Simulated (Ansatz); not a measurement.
# AlN: band gap under strain

How does strain move the band edges of AlN built on the wurtzite prototype, and do the functionals agree on it? States: +2.0 % strain along z alone; +3.0 % strain along z alone; +4.0 % strain along z alone.

Code: Ansatz 0.2.0. PAW datasets, plane waves. Calculated at 0 K for a non-magnetic cell.

## 1. The structure to begin with

The unstrained cell was relaxed with r2SCAN; in each strained cell the atoms were relaxed again with r2SCAN. Names of k-points are those of the unstrained zone, where strain can split equivalent points. First state: +2.0 % strain along z alone.

The symmetry is P6_3mc (No. 186, hexagonal); conventional cell a = 3.107 Å, c = 5.078 Å, 10.61 Å³ an atom. Al has 4 N at 1.90–1.92 Å; N has 4 Al at 1.90–1.92 Å.

Structure file:

```
Al N
1.0
     3.10669    0.00000    0.00000
    -1.55335    2.69048    0.00000
     0.00000    0.00000    5.07816
Al N
2 2
Direct
  0.33333 0.66667 0.99837
  0.66667 0.33333 0.49837
  0.33333 0.66667 0.37663
  0.66667 0.33333 0.87663
```

From earlier runs on the unstrained cell: PBE 4.23 eV, r2SCAN 4.88 eV, HSE06 5.60 eV, G0W0 5.89 eV (on its mesh); a = 3.107 Å, c = 4.979 Å.

## 2. +2.0 % strain along z alone: PBE

The input, input.yaml:

```yaml
crystal:
  lattice:
    - [3.1066937602, 0.0, 0.0]
    - [-1.5533468801, 2.6904757181, 0.0]
    - [0.0, 0.0, 5.078163383]
  atoms:
    - { symbol: Al, position: [0.3333333333, 0.6666666667, -0.001626757] }
    - { symbol: Al, position: [0.6666666667, 0.3333333333, 0.498373243] }
    - { symbol: "N", position: [0.3333333333, 0.6666666667, 0.376626757] }
    - { symbol: "N", position: [0.6666666667, 0.3333333333, 0.876626757] }
kpoints:
  mp_grid: { grid: [12, 12, 6] }
  band_path:
    path:
      - [0.0, 0.0, 0.0]
      - [0.5, 0.0, 0.0]
      - [0.3333333333, 0.3333333333, 0.0]
      - [0.0, 0.0, 0.5]
      - [0.5, 0.0, 0.5]
      - [0.3333333333, 0.3333333333, 0.5]
    npoints: 1
hamiltonian:
  xc: pbe
scf:
  occupations: { method: fermi_dirac, width: 0.02 }
  n_extra_bands: 5
output:
  forces: true
  stress: true
  eigenvalues: true
```

The run is started by

```bash
$ ansatz run input.yaml --threads 2 --pin off --max-ram 29491MiB --backend cpu --events-out ev --progress --plain --runs-dir out
```

After this run come: +2.0 % strain along z alone: r2SCAN; +2.0 % strain along z alone: HSE06; +2.0 % strain along z alone: r2SCAN; +2.0 % strain along z alone: G0W0@PBE; +3.0 % strain along z alone: PBE; +3.0 % strain along z alone: r2SCAN; +3.0 % strain along z alone: HSE06; +3.0 % strain along z alone: r2SCAN; +3.0 % strain along z alone: G0W0@PBE; +4.0 % strain along z alone: PBE; +4.0 % strain along z alone: r2SCAN; +4.0 % strain along z alone: HSE06; +4.0 % strain along z alone: r2SCAN; +4.0 % strain along z alone: G0W0@PBE.

**Question.** What will these runs give?

As calculated:

Least gap in eV (negative: overlap), with the change from the unstrained cell in brackets. G0W0 is on its own coarse mesh.

```
                      state  volume change (%)           PBE        r2SCAN         HSE06          G0W0
+2.0 % strain along z alone               +2.0  4.15 (-0.08)  4.79 (-0.09)  5.50 (-0.10)  5.79 (-0.10)
+3.0 % strain along z alone               +3.0  4.06 (-0.17)  4.70 (-0.18)  5.42 (-0.18)  5.70 (-0.19)
+4.0 % strain along z alone               +4.0  3.93 (-0.30)  4.57 (-0.31)  5.28 (-0.32)  5.55 (-0.34)
```

What this shows: The largest move of the HSE06 gap in the table is -0.320 eV, under +4.0 % strain along z alone. PBE and HSE06 differ by 1.37 eV on the unstrained gap, and by at most 0.02 eV on its change: PBE follows the response to strain far better than the gap itself. No extrapolation in bands, cutoff or mesh was made for G0W0.
